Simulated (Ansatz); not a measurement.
Computed with Ansatz on PBE0-D4/def2-TZVP structures; ΔE is electronic, products minus reactants. CCSD(T)/CBS is the MP2 limit (def2-TZVPP, def2-QZVPP) plus CCSD(T) − MP2 in def2-TZVPP, frozen cores. Each species was taken in one conformer, which may not be the lowest.

Reaction (formal exchange of groups at a C–C bond): `CC(C)CC(=O)CC(C)C` + `CC(C)=O` → `CC(=O)CC(=O)CC(C)C` + `CC(C)C`

`CC(C)CC(=O)CC(C)C`:

Cartesian coordinates in Å:
```
C 1.237 0.807 -2.904
C 0.105 1.308 -2.020
C -1.161 1.537 -2.832
C -0.165 0.344 -0.875
C 0.930 0.275 0.167
O 1.770 1.137 0.265
C 0.912 -0.914 1.096
C -0.381 -1.061 1.906
C -0.622 0.163 2.777
C -0.330 -2.328 2.746
H 1.441 1.511 -3.714
H 0.976 -0.154 -3.360
H 2.159 0.678 -2.334
H 0.418 2.259 -1.576
H -0.982 2.244 -3.646
H -1.969 1.937 -2.213
H -1.515 0.603 -3.279
H -1.077 0.640 -0.340
H -0.368 -0.666 -1.252
H 1.057 -1.816 0.488
H 1.768 -0.821 1.770
H -1.217 -1.157 1.203
H -0.683 1.081 2.189
H 0.195 0.290 3.494
H -1.552 0.063 3.342
H 0.499 -2.286 3.458
H -0.191 -3.216 2.124
H -1.253 -2.458 3.317
```

`CC(C)=O`:

Cartesian coordinates in Å:
```
C -0.535 1.003 -0.607
C 0.027 -0.391 -0.507
C 0.522 -0.817 0.850
O 0.078 -1.125 -1.462
H -1.313 1.159 0.145
H 0.253 1.734 -0.402
H -0.938 1.174 -1.603
H -0.315 -0.846 1.555
H 0.981 -1.801 0.789
H 1.240 -0.092 1.243
```

`CC(=O)CC(=O)CC(C)C`:

Cartesian coordinates in Å:
```
C -1.567 -3.428 -0.401
C -0.463 -2.603 0.187
O -0.048 -2.756 1.308
C 0.090 -1.500 -0.705
C -0.772 -0.266 -0.475
O -1.770 -0.087 -1.128
C -0.329 0.658 0.622
C 0.890 1.507 0.236
C 0.593 2.399 -0.960
C 1.345 2.328 1.433
H -2.319 -2.774 -0.852
H -2.013 -4.065 0.360
H -1.163 -4.046 -1.209
H 1.125 -1.318 -0.417
H 0.015 -1.777 -1.757
H -1.168 1.312 0.873
H -0.078 0.050 1.498
H 1.708 0.828 -0.035
H -0.221 3.093 -0.730
H 0.292 1.824 -1.839
H 1.471 2.991 -1.229
H 0.557 3.018 1.750
H 1.594 1.689 2.284
H 2.228 2.923 1.186
```

`CC(C)C`:

```xyz
14

C     0.571    0.552   -1.212
C    -0.186   -0.297   -0.202
C    -1.251    0.523    0.510
C     0.768   -0.935    0.797
H     1.318   -0.037   -1.749
H    -0.105    0.992   -1.950
H     1.094    1.373   -0.710
H    -0.690   -1.104   -0.749
H    -0.794    1.344    1.072
H    -1.819   -0.087    1.218
H    -1.959    0.961   -0.199
H     0.235   -1.571    1.509
H     1.297   -0.166    1.370
H     1.520   -1.549    0.295
```

```tsv
species	CCSD(T)/CBS(def2) energy (Eh)
`CC(C)CC(=O)CC(C)C`	-428.51072
`CC(C)=O`	-192.94016
`CC(=O)CC(=O)CC(C)C`	-463.20555
`CC(C)C`	-158.24397
```

Q: Work out ΔE.

A: ΔE = (-463.20555) + (-158.24397) − (-428.51072) − (-192.94016) = 0.00136 Eh = +3.6 kJ/mol.

Largest T1 diagnostic among the species: 0.013.

From PBE to PBE0 (25 % exact exchange), in def2-TZVPP and without D4, ΔE moves by +4.0 kJ/mol. Leaving LDA and LC-ωPBE aside and taking each functional with its dispersion term where it has one, the values, not all of them listed here, spread over 6.9 kJ/mol, from revPBE-D4 to ωB97M-V. LDA lies +3.7 kJ/mol from PBE without D4.
